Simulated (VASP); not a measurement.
# NiSb (Breithauptite): equation of state with PBE

NiSb (Breithauptite):

```xyz
4
Lattice="3.9280 0.0000 0.0000 -1.9640 3.4017 0.0000 0.0000 0.0000 5.1200" Properties=species:S:1:pos:R:3 pbc="T T T"
Sb    1.9640    1.1339    3.8400
Sb    0.0000    2.2678    1.2800
Ni    0.0000    0.0000    2.5600
Ni    0.0000    0.0000    0.0000
```

| Property | Result |
| --- | --- |
| Program | VASP 6.6.1 |
| Task | equation of state |
| Functional | PBE |
| Potentials or basis | VASP PAW PBE potentials, release 64 (Sb, Ni) |
| Cutoff | 520 eV |
| k mesh | 8 × 8 × 5 |
| Occupations | fermi-dirac, width 0.05 eV |
| Spin | collinear spin, ferromagnetic start |
| Starting moments | [0.0, 0.0, 1.0, 1.0] μB |
| Further INCAR settings | ALGO = Normal; EDIFF = 1e-07; NBANDS = 27 |

```yaml
Equilibrium_volume: 17.63 Å³/atom
Bulk_modulus_at_fixed_shape_and_positions: 110 GPa
Pressure_derivative_of_the_bulk_modulus: 5.2
```

Energy against volume, from the lowest point:
| volume (Å³/atom) | energy (meV/atom) |
| --- | --- |
| 16.077 | 56.18 |
| 16.419 | 32.45 |
| 16.761 | 15.71 |
| 17.103 | 5.18 |
| 17.446 | 0.15 |
| 17.788 | 0.00 |
| 18.130 | 4.18 |

All runs of the series together: 14 min on 1 thread of Intel(R) Xeon(R) Platinum 8488C (Sapphire Rapids) (shared host).

Caveat: the cell was scaled at fixed shape and fractional positions, which overstates the stiffness of a crystal with free parameters, most of all of layers and chains. The run has no spin-orbit coupling, so splittings on Sb are missing.
